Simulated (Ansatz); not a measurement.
# LiNbO3: the cost of one run

Computed with Ansatz 0.2.0 (DFT HSE06, scalar-relativistic, plane waves, PAW, unless a step's input says otherwise).

### Step 1. The structure to begin with

Symmetry: R3c, No. 161, trigonal system. The conventional cell has a = 5.151 Å, b = 5.151 Å, c = 13.865 Å, α = 90.00°, β = 90.00°, γ = 120.00°. Li (site symmetry 3) has 6 O at 2.07 to 2.24 Å as nearest neighbours. Nb (site symmetry 3) is surrounded by 6 O at 1.88 to 2.12 Å. O (site symmetry 1) has 2 Nb at 1.88 to 2.12 Å and 2 Li at 2.07 to 2.24 Å as nearest neighbours.

Structure file:

```
Li Nb O
1.0
     2.57565    1.48705    4.62180
    -2.57565    1.48705    4.62180
     0.00000   -2.97410    4.62180
Li Nb O
2 2 6
Direct
  0.30210 0.30210 0.30210
  0.80210 0.80210 0.80210
  0.01920 0.01920 0.01920
  0.51920 0.51920 0.51920
  0.13110 0.37830 0.74050
  0.74050 0.13110 0.37830
  0.37830 0.74050 0.13110
  0.24050 0.87830 0.63110
  0.87830 0.63110 0.24050
  0.63110 0.24050 0.87830
```

The structure rests on an entry of the Crystallography Open Database; cell or positions may have been set otherwise for this series.

### Step 2. Relaxing cell and atoms: LiNbO3, no spin

input.yaml

```yaml
crystal:
  lattice:
    - [2.5756485575, 1.487051388, 4.6218]
    - [-2.5756485575, 1.487051388, 4.6218]
    - [0.0, -2.974102776, 4.6218]
  atoms:
    - { symbol: Li, position: [0.3021, 0.3021, 0.3021] }
    - { symbol: Li, position: [0.8021, 0.8021, 0.8021] }
    - { symbol: Nb, position: [0.0192, 0.0192, 0.0192] }
    - { symbol: Nb, position: [0.5192, 0.5192, 0.5192] }
    - { symbol: O, position: [0.1311, 0.3783, 0.7405] }
    - { symbol: O, position: [0.7405, 0.1311, 0.3783] }
    - { symbol: O, position: [0.3783, 0.7405, 0.1311] }
    - { symbol: O, position: [0.2405, 0.8783, 0.6311] }
    - { symbol: O, position: [0.8783, 0.6311, 0.2405] }
    - { symbol: O, position: [0.6311, 0.2405, 0.8783] }
scf:
  occupations: { method: fixed }
output:
  forces: true
  stress: true
  eigenvalues: true
hamiltonian:
  xc: hse06
kpoints:
  mp_grid: { grid: [3, 3, 3] }
relax:
  f_tol: 0.002
  cell: { stress_tol: 0.02 }
```

The run is started by

```
ansatz run input.yaml --threads 8 --pin off --max-ram 16384MiB --backend cpu --events-out ev --progress --plain --runs-dir out
```

What time and memory should one allow on 8 threads of Intel Xeon 6975P-C (Granite Rapids), shared host?

About 58 s, with a peak of 1.2 GiB.
